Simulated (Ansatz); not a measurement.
# ZnF2 (P4_2/mnm): the equilibrium volume

Aim: the volume at which the pressure of ZnF2 (P4_2/mnm) vanishes.

Program: Ansatz 0.2.0. Level of theory: DFT PBE, scalar-relativistic, plane waves, PAW. These are calculated values, not measurements.

3 further runs of the same task are left out: 3 set aside as unsound or not needed.

## 1. The structure to begin with

The structure is tetragonal, space group P4_2/mnm (No. 136). Conventional cell: a = 4.703 Å, b = 4.703 Å, c = 3.133 Å, α = 90.00°, β = 90.00°, γ = 90.00°. Around Zn (site symmetry mmm) lie 6 F at 2.02 to 2.04 Å. F (site symmetry m2m) is surrounded by 3 Zn at 2.02 to 2.04 Å.

Structure file:

```
Zn F
1.0
     4.70294    0.00000    0.00000
     0.00000    4.70294    0.00000
     0.00000    0.00000    3.13289
Zn F
2 4
Direct
  0.50000 0.50000 0.50000
  0.00000 0.00000 0.00000
  0.69686 0.69686 0.00000
  0.80314 0.19686 0.50000
  0.30314 0.30314 0.00000
  0.19686 0.80314 0.50000
```

## 2. At the starting volume (PBE, 4×4×6 mesh)

Input file input.yaml:

```yaml
crystal:
  lattice:
    - [4.70294417, 0.0, 0.0]
    - [0.0, 4.70294417, 0.0]
    - [0.0, 0.0, 3.13289021]
  atoms:
    - { symbol: Zn, position: [0.5, 0.5, 0.5] }
    - { symbol: Zn, position: [0.0, 0.0, 0.0] }
    - { symbol: F, position: [0.69686162, 0.69686162, 0.0] }
    - { symbol: F, position: [0.80313838, 0.19686162, 0.5] }
    - { symbol: F, position: [0.30313838, 0.30313838, 0.0] }
    - { symbol: F, position: [0.19686162, 0.80313838, 0.5] }
basis:
  ecutwfc: 420
kpoints:
  mp_grid: { grid: [4, 4, 6] }
hamiltonian:
  xc: pbe
scf:
  occupations: { method: gaussian, width: 0.1 }
output:
  forces: true
  stress: true
  eigenvalues: true
```

On the command line:

```console
> ansatz run input.yaml --threads 8 --pin off --max-ram 14336MiB --backend cpu --events-out ev --progress --plain --runs-dir out
```

The program printed:

```text
Warning: RAYON_NUM_THREADS=8 ignored (pool sized by the plan → 8); use --threads N
Engine: ansatz 0.2.0, aarch64-unknown-linux-gnu
Pseudopotentials: kind: paw
Pseudopotential: Zn, paw, valence charge 12, recommended cutoff 420 eV (normal), Zn.paw.azcp
Pseudopotential: F, paw, valence charge 7, recommended cutoff 420 eV (normal), F.paw.azcp
Functional definition: PBE
  parameter kappa = 0.804
  parameter beta = 0.06672455060314922
  exchange = pbe_x(kappa = kappa, mu = beta*pi^2/3)
  correlation = pbe_c(beta = beta)
Crystal: 6 atoms, lattice volume = 69.292 Å³
Basis set: ecut = 420 eV, 1379 PW (Γ), exchange–correlation on 64×64×48 points (8 copies of the dense FFT grid, shifted against one another)
Bands: 32, of which v1, the nominal top of the filled ones, is band 26 counted from 1 (25 counted from 0)
Symmetry: 16 space group operations
Space group: P42/mnm (ITA 136), of the structure as read, at distance tolerance 4.1e-5 Å
k-points: 24 of 96
Non-local potential: Zn, projectors of the file, l = 0: 2, l = 1: 2, l = 2: 3, l = 3: 1
Non-local potential: F, projectors of the file, l = 0: 2, l = 1: 2, l = 2: 1
PAW form: soft (Blöchl's): semilocal exchange-correlation on the pseudo side does not see the compensation charge
PAW one-centre angular grid: Zn, 590 points (default); XC on 64 Gauss nodes
PAW one-centre angular grid: F, 110 points (default); XC on 64 Gauss nodes
Initial density: superposition of atomic densities (neutral atoms: chi_scale 0, normalization atom), corrected by the library's trained network
Initial wavefunctions: pseudopotential atomic-orbital guess
Functional: x = pbe(κ = 0.804, μ = 0.2195149727645171), c = pbe(β = 0.06672455060314922)
SCF iter   1: F=—  HF=-9874.125581 eV  |F-HF|=—  |Δ(HF+E_count)|=         —  Δρ=9.01e-4  dr2=1.71e-4  ethr=1.77e-3  ⟨swp⟩=5.8  Hψ=3191  notcnv=0
preconditioner: auto → Resta (q_TF=auto, 2.601 Å⁻¹)  ε∞=4.9  [insulator: Δε(μ)=3.576 eV  Ē_g=16.235 eV  σ=0.100 eV  W_gap=1.00  n_scr=18 (ndim 8)  ℏωp=32.2 eV  f_vac=0.119  D(μ)=0.00/eV (n_scr^D=0)  ε∞_Penn≈4.9]
SCF iter   2: F=—  HF=-9874.126484 eV  |F-HF|=—  |Δ(HF+E_count)|=   9.03e-4  Δρ=4.63e-4  dr2=5.62e-5  ethr=3.29e-7  ⟨swp⟩=2.7  Hψ=1723  notcnv=0
SCF iter   3: F=—  HF=-9874.126522 eV  |F-HF|=—  |Δ(HF+E_count)|=   3.74e-5  Δρ=2.47e-4  dr2=1.43e-5  ethr=1.08e-7  ⟨swp⟩=2.2  Hψ=1213  notcnv=0
automatic band count: iteration 3 solves 31 bands in place of 32: the levels show a gap, and the empty bands left out lie too high to hold charge; the band table lists the bands solved (type scf.n_extra_bands for more)
SCF iter   4: F=—  HF=-9874.126597 eV  |F-HF|=—  |Δ(HF+E_count)|=   7.57e-5  Δρ=6.60e-5  dr2=2.16e-6  ethr=2.74e-8  ⟨swp⟩=2.0  Hψ=1326  notcnv=0
SCF iter   5: F=—  HF=-9874.126598 eV  |F-HF|=—  |Δ(HF+E_count)|=   6.22e-7  Δρ=3.69e-5  dr2=5.41e-7  ethr=4.16e-9  ⟨swp⟩=2.0  Hψ=1292  notcnv=0
SCF iter   6: F=-9874.126598 eV  HF=-9874.126598 eV  |F-HF|=7.12e-8  |Δ(HF+E_count)|=   1.27e-7  Δρ=1.03e-5  dr2=4.98e-8  ethr=1.92e-10  ⟨swp⟩=5.2  Hψ=3252  notcnv=0
SCF 1 converged in 6 iterations: F = -9874.126598 eV  dr2 = 4.98e-8
SCF converged after 6 iterations
Free energy (F): -9874.126598 eV
Harris-Foulkes:  -9874.126598 eV  (|F-HF|=7.12e-8)
Internal energy: -9874.126598 eV  (E = F + TS)
E sigma→0 (E₀):  -9874.126598 eV
Fermi energy:    5.552555 eV
--- Per-component energies (eV) ---
  E_band       = -101.416941
  E_kinetic    = 1088.287972
  E_local      = -5764.122943  (includes V_loc(G=0)·N_el)
  E_nonlocal   = 1544.363250
  E_hartree    = 2314.494833
  E_xc         = -588.866114
  E_vxc        = -507.287866  (∫ρ·V_xc dr)
  E_paw        = -4477.884184  (= ΣΔE_a)
  E_vpaw       = -1091.657103  (= ΣTr[D̂ρ^β])
  E_aug_tail   = 0.007493  (compensation charges beyond the density's cutoff)
  E_ewald      = -3990.406903
  E_smearing   = -0.000000  (= −TS)
  E_closure    = 0.000000  (closes the sum)
  Σ components = -9874.126598   (vs F -9874.126598, Δ=0.00e0)
--- Forces (eV/Å), atoms counted from 1 ---
  atom   1  Zn     0.00000000     0.00000000     0.00000000
  atom   2  Zn     0.00000000    -0.00000000     0.00000000
  atom   3  F      0.01689756     0.01689756     0.00000000
  atom   4  F     -0.01689756     0.01689756     0.00000000
  atom   5  F     -0.01689756    -0.01689756     0.00000000
  atom   6  F      0.01689756    -0.01689756     0.00000000
  max |Σ_I F_I| component: 3.47e-18 eV/Å
--- Stress (GPa, compression-positive) ---
        5.887831       0.000000       0.000000
        0.000000       5.887831       0.000000
        0.000000       0.000000       6.538438
  P = ⅓ Tr σ = 6.1047 GPa (61.047 kbar)
--- Band table (eV; the first three rows and the last of 24) ---
  k-point 0: bands = ["-18.0938", "-17.3223", "-17.3223", "-17.2807", "-2.4505", "-1.5918", "-0.8172", "-0.8172", "-0.7570", "0.3974", "0.3974", "0.5364", "0.6584", "0.7322", "0.7741", "0.7741", "0.8261", "1.2380", "1.7262", "2.1280", "2.2410", "2.2410", "2.6000", "3.4161", "3.4161", "3.7649", "7.3402", "13.1905", "13.4873", "13.4873", "17.2987"]
  k-point 1: bands = ["-18.0044", "-17.3101", "-17.3101", "-17.2941", "-2.2330", "-1.5046", "-0.8569", "-0.8569", "-0.5976", "-0.1114", "0.4446", "0.5718", "0.5718", "0.6524", "0.6524", "0.7305", "0.8197", "1.3188", "1.6840", "2.1013", "2.2707", "2.2707", "2.4764", "3.1084", "3.1084", "3.5549", "8.2488", "13.3175", "14.2151", "14.2151", "17.1140"]
  k-point 2: bands = ["-17.7810", "-17.3638", "-17.2856", "-17.2856", "-1.6952", "-1.3360", "-0.8296", "-0.7609", "-0.7609", "-0.3220", "-0.1753", "0.1888", "0.1888", "0.6509", "0.8102", "0.8886", "0.8886", "1.0339", "2.0432", "2.0980", "2.2054", "2.2879", "2.2879", "2.7026", "2.7026", "3.0047", "10.1513", "13.2370", "15.8173", "15.8173", "16.2030"]
  k-point 23: bands = ["-17.4901", "-17.4901", "-17.3097", "-17.3097", "-1.7147", "-1.7147", "-0.9263", "-0.9263", "-0.7000", "-0.7000", "-0.3275", "-0.3275", "0.5278", "0.5278", "0.8806", "0.8806", "1.1988", "1.1988", "2.2795", "2.2795", "2.2876", "2.2876", "2.5172", "2.5172", "2.9676", "2.9676", "11.9381", "11.9381", "15.3306", "15.3306", "16.1299"]
```

Wall time 0.87 s (8 threads of Arm Neoverse V1, shared host); peak memory 0.42 GiB.

In short: volume 11.549 Å³/atom, pressure 6.10 GPa, gap on the mesh 3.58 eV.

(Part 1 of 2 ends here.)
